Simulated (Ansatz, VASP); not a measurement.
This is a calculation of Sb for VASP 6.6.1.

POSCAR

```
Sb
1.0
    3.1387913073      0.0000000000      0.0000000000
    0.0000000000      3.1387913073      0.0000000000
    0.0000000000      0.0000000000      3.1387913073
Sb
1
Direct
    0.0000000000      0.0000000000      0.0000000000
```

Contents of INCAR.step1:

```
PREC = Accurate ; ENCUT = 520
ISMEAR = -1 ; SIGMA = 0.05
LREAL = False ; LASPH = True
NELM = 80 ; NBANDS = 8
GGA = PE ; ALGO = Normal
EDIFF = 1E-4 ; LWAVE = True
LCHARG = False
```

INCAR.step2

```
PREC = Accurate ; ENCUT = 520
EDIFF = 1E-7 ; ISMEAR = -1
SIGMA = 0.05 ; LREAL = False
LASPH = True ; NELM = 80
ALGO = Normal ; ISIF = 2
LWAVE = False ; LCHARG = False
METAGGA = R2SCAN ; LMIXTAU = True
NBANDS = 8 ; ISTART = 1
```

Contents of KPOINTS:

```
regular mesh
0
Gamma
  8 8 8
```

Potentials or basis: VASP PAW PBE potentials, release 64 (Sb).

Launch:

```bash
$ cat potpaw_PBE.64/Sb/POTCAR > POTCAR
$ cp INCAR.step1 INCAR
$ mpirun -np 1 vasp_std > vasp.out
$ cp INCAR.step2 INCAR
$ mpirun -np 1 vasp_std > vasp.out
```

Translate it to Ansatz 0.2.0. Potentials there: Ansatz PAW.

As run (the cutoff follows the program's own potentials):

Contents of input.yaml:

```yaml
crystal:
  lattice:
    - [3.1387913073, 0.0, 0.0]
    - [0.0, 3.1387913073, 0.0]
    - [0.0, 0.0, 3.1387913073]
  atoms:
    - { symbol: Sb, position: [0.0, 0.0, 0.0] }
hamiltonian:
  xc: r2scan
  pseudopotentials: { kind: paw }
kpoints:
  mp_grid: { grid: [8, 8, 8] }
scf:
  occupations: { method: fermi_dirac, width: 0.05 }
output:
  forces: true
  stress: true
  eigenvalues: true
```

Potentials or basis: Ansatz PAW.

Launch:

```console
$ ansatz run input.yaml --threads 2 --pin off --max-ram 5632MiB --backend cpu --events-out ev --progress --plain --runs-dir out
```

Both were run:

|  | VASP | Ansatz | Ansatz less VASP |
| --- | --- | --- | --- |
| gap on the k mesh at the Fermi level (eV) | none | none | - |
| pressure (GPa) | -2.3 | -2.3 | 0.00 |

A gap of «none» marks a metal or a gap that the smearing closes. The functional is the same, so the differences come from potentials, cutoffs and numerics. The two sets of potentials don't hold the same shells in valence.

Caveats: the PAW data sets were made with another functional, which shifts forces and pressure a little (VASP); the PAW data sets come from PBE, with cores solved anew for the run's functional, which leaves a small shift of forces and pressure (Ansatz). The runs have no spin-orbit coupling, so splittings on Sb are missing.
